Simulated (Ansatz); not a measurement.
## Si on Al(100): change of the work function

How does Si on the hollow site change the work function of Al(100) as the layer fills?

Main program and level: Ansatz 0.2.0; plane-wave DFT, PBE, Ansatz PAW.

This is a report of a sequence of runs, with most program output left out.

## (1) Set-up

The cell holds 4 atoms: 4 Al. Its edges and angles: a = 2.864 Å, b = 2.864 Å, c = 24.075 Å, α = 90.0°, β = 90.0°, γ = 90.0°. Vacuum lies along c.

Coordinates:

```cif
data_structure
_symmetry_space_group_name_H-M 'P 1'
_symmetry_Int_Tables_number 1
_cell_length_a 2.8638
_cell_length_b 2.8638
_cell_length_c 24.0750
_cell_angle_alpha 90.000
_cell_angle_beta 90.000
_cell_angle_gamma 90.000
_cell_volume 197.45
loop_
_atom_site_label
_atom_site_type_symbol
_atom_site_fract_x
_atom_site_fract_y
_atom_site_fract_z
_atom_site_occupancy
Al1 Al 0.50000 0.50000 0.37383 1
Al2 Al 0.00000 0.00000 0.45794 1
Al3 Al 0.50000 0.50000 0.54206 1
Al4 Al 0.00000 0.00000 0.62617 1
```

## (2) The clean slab

The bare slab comes first, as the zero from which every change is counted. The two lowest layers are held at bulk places and the upper ones relax. The dipole correction removes the false field that a one-sided slab makes across the periodic vacuum, so each face gets a flat vacuum level of its own.

input.yaml reads:

```yaml
crystal:
  lattice:
    - [2.8637824638, 0.0, 0.0]
    - [0.0, 2.8637824638, 0.0]
    - [0.0, 0.0, 24.075]
  atoms:
    - { symbol: Al, position: [0.5, 0.5, 0.3738317757] }
    - { symbol: Al, position: [0.0, 0.0, 0.4579439252] }
    - { symbol: Al, position: [0.5, 0.5, 0.5420560748] }
    - { symbol: Al, position: [0.0, 0.0, 0.6261682243] }
kpoints:
  mp_grid: { grid: [12, 12, 1] }
hamiltonian:
  xc: pbe
scf:
  occupations: { method: fermi_dirac, width: 0.1 }
  convergence: { dr2_threshold: 1.0e-08 }
efield:
  axis: 3
  dipole_correction: true
  ramp_position: 0.97
  ramp_width: 0.06
relax:
  f_tol: 0.02
  max_steps: 60
  constraints: [{ sites: [0, 1] }]
output:
  write_potential: true
  write_density: true
  volumetric_format: npy
```

Run with:

```
$ ansatz run input.yaml --threads 2 --pin off --max-ram 4096MiB --backend cpu --events-out ev --progress --plain --runs-dir out
```

Run time: 11 s. Hardware: 2 threads of Arm Neoverse N1, shared host; peak memory 0.37 GiB.

The steps of the relaxation:

```
step  energy less that of the first step (eV)  largest force component (eV/Å)
   1                                   0.0000                          0.0860
   2                                  -0.0007                          0.0199
```

The run keeps the 8 symmetry operations that it works with, so distortions that break them were not tested.

The atoms that moved most (Å):

```
atom     dx     dy      dz  length
 Al3  0.000  0.000  -0.016   0.016
 Al4  0.000  0.000   0.011   0.011
```

Final coordinates:

```cif
data_structure
_symmetry_space_group_name_H-M 'P 1'
_symmetry_Int_Tables_number 1
_cell_length_a 2.8638
_cell_length_b 2.8638
_cell_length_c 24.0750
_cell_angle_alpha 90.000
_cell_angle_beta 90.000
_cell_angle_gamma 90.000
_cell_volume 197.45
loop_
_atom_site_label
_atom_site_type_symbol
_atom_site_fract_x
_atom_site_fract_y
_atom_site_fract_z
_atom_site_occupancy
Al1 Al 0.50000 0.50000 0.37383 1
Al2 Al 0.00000 0.00000 0.45794 1
Al3 Al 0.50000 0.50000 0.54141 1
Al4 Al 0.00000 0.00000 0.62662 1
```

Numbers from this step:

| Property | Result |
| --- | --- |
| energy at zero smearing | -2149.0408 eV |
| work function, upper face | 4.293 eV |
| dipole along the normal | 3.97e-4 e·Å |

Running mean over 2.025 Å of the planar mean; the ramp of the sawtooth is left out. Electron's electrostatic potential energy less the Fermi level against z:

```
z (Å)  electron's electrostatic potential energy less the Fermi level (eV)
  3.0                                                                 4.30
  3.5                                                                 4.30
  4.0                                                                 4.30
  4.5                                                                 4.30
  5.0                                                                 4.30
  5.5                                                                 4.28
  6.0                                                                 4.23
  6.5                                                                 4.06
  7.0                                                                 3.50
  7.5                                                                 1.87
  8.0                                                               -0.524
  8.5                                                                -2.83
  9.0                                                                -4.18
  9.5                                                                -4.50
 10.0                                                                -4.56
 10.5                                                                -4.57
 11.0                                                                -4.58
 11.5                                                                -4.61
 12.0                                                                -4.62
 12.5                                                                -4.61
 13.0                                                                -4.56
 13.5                                                                -4.49
 14.0                                                                -4.45
 14.5                                                                -4.42
 15.0                                                                -4.25
 15.5                                                                -3.15
 16.0                                                               -0.942
 16.5                                                                 1.48
 17.0                                                                 3.30
 17.5                                                                 4.00
 18.0                                                                 4.21
 18.5                                                                 4.27
 19.0                                                                 4.29
 19.5                                                                 4.29
 20.0                                                                 4.29
 20.5                                                                 4.29
 21.0                                                                 4.29
```

The relaxation took 2 steps and lowered the energy by 7.4e-4 eV; the largest force on the free atoms ends at 0.020 eV/Å.

The work function of the upper face is 4.29 eV.

## (3) Adsorbate added, k-mesh 4×4×1, coverage 0.111 ML

System of this step: Si/Al(100). The cell holds 37 atoms: 36 Al and 1 Si. Its edges and angles: a = 8.591 Å, b = 8.591 Å, c = 25.355 Å, α = 90.0°, β = 90.0°, γ = 90.0°. Vacuum lies along c.

The clean slab as it ended is repeated in the plane and the adsorbate is set on one face; the cell's size fixes the coverage, and the k-mesh shrinks with it to keep the sampling density about even. Adsorbate and upper layers relax, since the dipole depends on the height.

input.yaml reads:

```yaml
crystal:
  lattice:
    - [8.5913473914, 0.0, 0.0]
    - [0.0, 8.5913473914, 0.0]
    - [0.0, 0.0, 25.3545757564]
  atoms:
    - { symbol: Al, position: [0.1666666667, 0.1666666667, 0.3549655134] }
    - { symbol: Al, position: [0.0, 0.0, 0.4348327539] }
    - { symbol: Al, position: [0.1666666667, 0.1666666667, 0.5140820504] }
    - { symbol: Al, position: [0.0, 0.0, 0.5949967492] }
    - { symbol: Al, position: [0.1666666667, 0.5, 0.3549655134] }
    - { symbol: Al, position: [0.0, 0.3333333333, 0.4348327539] }
    - { symbol: Al, position: [0.1666666667, 0.5, 0.5140820504] }
    - { symbol: Al, position: [0.0, 0.3333333333, 0.5949967492] }
[... 25 atom lines left out ...]
    - { symbol: Al, position: [0.6666666667, 0.6666666667, 0.4348327539] }
    - { symbol: Al, position: [0.8333333333, 0.8333333333, 0.5140820504] }
    - { symbol: Al, position: [0.6666666667, 0.6666666667, 0.5949967492] }
    - { symbol: Si, position: [0.1666666667, 0.1666666667, 0.6450344866] }
kpoints:
  mp_grid: { grid: [4, 4, 1] }
hamiltonian:
  xc: pbe
scf:
  occupations: { method: fermi_dirac, width: 0.1 }
  convergence: { dr2_threshold: 1.0e-08 }
efield:
  axis: 3
  dipole_correction: true
  ramp_position: 0.97
  ramp_width: 0.06
relax:
  f_tol: 0.02
  max_steps: 60
  constraints:
    - { sites: [0, 1, 4, 5, 8, 9, 12, 13, 16, 17, 20, 21, 24, 25, 28, 29, 32, 33] }
output:
  write_potential: true
  write_density: true
  volumetric_format: npy
```

It took 7.1 min on 2 threads; peak memory 2.3 GiB.

Relaxation path:

```
step  energy less that of the first step (eV)  largest force component (eV/Å)
   1                                   0.0000                          2.2286
   2                                  -0.3256                          0.9471
   3                                  -0.4101                          0.1239
   4                                  -0.4185                          0.0843
   5                                  -0.4209                          0.0133
```

The run keeps the 8 symmetry operations that it works with, so distortions that break them were not tested.

The atoms that moved most (Å):

```
atom      dx      dy     dz  length
Si37   0.000   0.000  0.393   0.393
 Al4  -0.017  -0.017  0.064   0.068
Al16   0.017  -0.017  0.064   0.068
 Al8  -0.017   0.017  0.064   0.068
Al20   0.017   0.017  0.064   0.068
Al27   0.022   0.000  0.053   0.057
Al11   0.000   0.022  0.053   0.057
 Al7   0.000  -0.022  0.053   0.057
```

Final coordinates:

```cif
data_structure
_symmetry_space_group_name_H-M 'P 1'
_symmetry_Int_Tables_number 1
_cell_length_a 8.5913
_cell_length_b 8.5913
_cell_length_c 25.3546
_cell_angle_alpha 90.000
_cell_angle_beta 90.000
_cell_angle_gamma 90.000
_cell_volume 1871.45
loop_
_atom_site_label
_atom_site_type_symbol
_atom_site_fract_x
_atom_site_fract_y
_atom_site_fract_z
_atom_site_occupancy
Al1 Al 0.16667 0.16667 0.35497 1
Al2 Al 0.00000 0.00000 0.43483 1
Al3 Al 0.16667 0.16667 0.51633 1
Al4 Al 0.99806 0.99806 0.59753 1
Al5 Al 0.16667 0.50000 0.35497 1
Al6 Al 0.00000 0.33333 0.43483 1
Al7 Al 0.16667 0.49746 0.51616 1
Al8 Al 0.99806 0.33527 0.59753 1
Al9 Al 0.16667 0.83333 0.35497 1
Al10 Al 0.00000 0.66667 0.43483 1
Al11 Al 0.16667 0.83588 0.51616 1
Al12 Al 0.99905 0.66667 0.59553 1
Al13 Al 0.50000 0.16667 0.35497 1
Al14 Al 0.33333 0.00000 0.43483 1
Al15 Al 0.49746 0.16667 0.51616 1
Al16 Al 0.33527 0.99806 0.59753 1
Al17 Al 0.50000 0.50000 0.35497 1
Al18 Al 0.33333 0.33333 0.43483 1
Al19 Al 0.50025 0.50025 0.51398 1
Al20 Al 0.33527 0.33527 0.59753 1
Al21 Al 0.50000 0.83333 0.35497 1
Al22 Al 0.33333 0.66667 0.43483 1
Al23 Al 0.50025 0.83308 0.51398 1
Al24 Al 0.33428 0.66667 0.59553 1
Al25 Al 0.83333 0.16667 0.35497 1
Al26 Al 0.66667 0.00000 0.43483 1
Al27 Al 0.83588 0.16667 0.51616 1
Al28 Al 0.66667 0.99905 0.59553 1
Al29 Al 0.83333 0.50000 0.35497 1
Al30 Al 0.66667 0.33333 0.43483 1
Al31 Al 0.83308 0.50025 0.51398 1
Al32 Al 0.66667 0.33428 0.59553 1
Al33 Al 0.83333 0.83333 0.35497 1
Al34 Al 0.66667 0.66667 0.43483 1
Al35 Al 0.83308 0.83308 0.51398 1
Al36 Al 0.66667 0.66667 0.59447 1
Si37 Si 0.16667 0.16667 0.66055 1
```

This step gave:

```yaml
energy_at_zero_smearing: -19976.9196 eV
work_function_upper_face: 4.591 eV
work_function_lower_face: 4.359 eV
dipole_along_the_normal: -0.09462 e·Å
step_between_the_vacuum_levels: 0.2320 eV
```

Running mean over 2.025 Å of the planar mean; the ramp of the sawtooth is left out. The electron's electrostatic potential energy less the Fermi level by z:

```
z (Å)  electron's electrostatic potential energy less the Fermi level (eV)
    4                                                                 4.36
    5                                                                 4.35
    6                                                                 4.29
    7                                                                 3.55
    8                                                               -0.468
    9                                                                -4.14
   10                                                                -4.52
   11                                                                -4.53
   12                                                                -4.47
   13                                                                -4.48
   14                                                                -4.40
   15                                                                -4.32
   16                                                                -1.82
   17                                                                 2.29
   18                                                                 4.02
   19                                                                 4.54
   20                                                                 4.59
   21                                                                 4.59
   22                                                                 4.59
```

The relaxation took 5 steps and lowered the energy by 0.42 eV; the largest force on the free atoms ends at 0.013 eV/Å.

The covered face has 4.59 eV, +0.30 eV against the clean one; the bare back face has moved by +0.06 eV, a measure of how thin the slab is.

[end of part 1 of 2]

[Logs are printed without paths, hosts, clocks, repeated set-up lines and the standing remarks that a program may print on its own settings, such as how far it seeks lower states.]

[Hosts, paths, dates, database ids (printed as entryN), source tags and the programs' standing remarks are cut or masked in the printed files.]

[Maps of the electrostatic potential energy from Ansatz leave out the sawtooth potential of an applied field or a dipole correction, so their vacuum need not be flat; planar profiles and work functions include it.]
